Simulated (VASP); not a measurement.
## BP: relaxation of cell and atoms with PBEsol

Crystal: BP.

```xyz
2
Lattice="0.0000 2.2606 2.2606 2.2606 0.0000 2.2606 2.2606 2.2606 0.0000" Properties=species:S:1:pos:R:3 pbc="T T T"
B     0.0000    0.0000    0.0000
P     1.1303    1.1303    1.1303
```

| Property | Result |
| --- | --- |
| Program | VASP 6.6.1 |
| Task | relaxation of cell and atoms |
| Functional | PBEsol |
| Potentials or basis | VASP PAW PBE potentials, release 64 (B, P) |
| Cutoff | 600 eV |
| k mesh | 10 × 10 × 10 |
| Occupations | gaussian, width 0.03 eV |
| Spin | no spin polarisation |
| Further INCAR settings | ALGO = Normal; EDIFF = 1e-07; IBRION = 2; EDIFFG = -0.005; NSW = 90; ISIF = 3 |

```yaml
Pressure_after_relaxing: 0.0 GPa
Band_gap_on_the_k_mesh: 1.12 eV, indirect (least direct gap 3.37 eV)
```

Final structure:
```
B P
1.0
     0.00000    2.26055    2.26055
     2.26055    0.00000    2.26055
     2.26055    2.26055    0.00000
B P
1 1
Direct
  0.00000 0.00000 0.00000
  0.25000 0.25000 0.25000
```

Levels at points of the mesh, in eV from the valence-band top:
```tsv
k point	band 2	band 3	band 4	band 5	band 6	band 7
(0.00, 0.00, 0.00)	0.00	0.00	0.00	3.37	3.37	3.37
(0.50, 0.00, 0.00)	-9.18	-1.78	-1.78	3.80	4.66	4.66
(0.50, 0.50, 0.00)	-8.66	-4.19	-4.19	1.20	1.51	12.20
```

Wall time 20 s on 1 thread of Intel(R) Xeon(R) Platinum 8259CL CPU @ 2.50GHz (Skylake/Cascade Lake), on a shared host, peak memory 0.15 GiB.

Caveat: the relaxation stopped at its first step, so nothing moved; the PAW data sets were made with another functional, which shifts forces and pressure a little. A k mesh can miss the band edges.
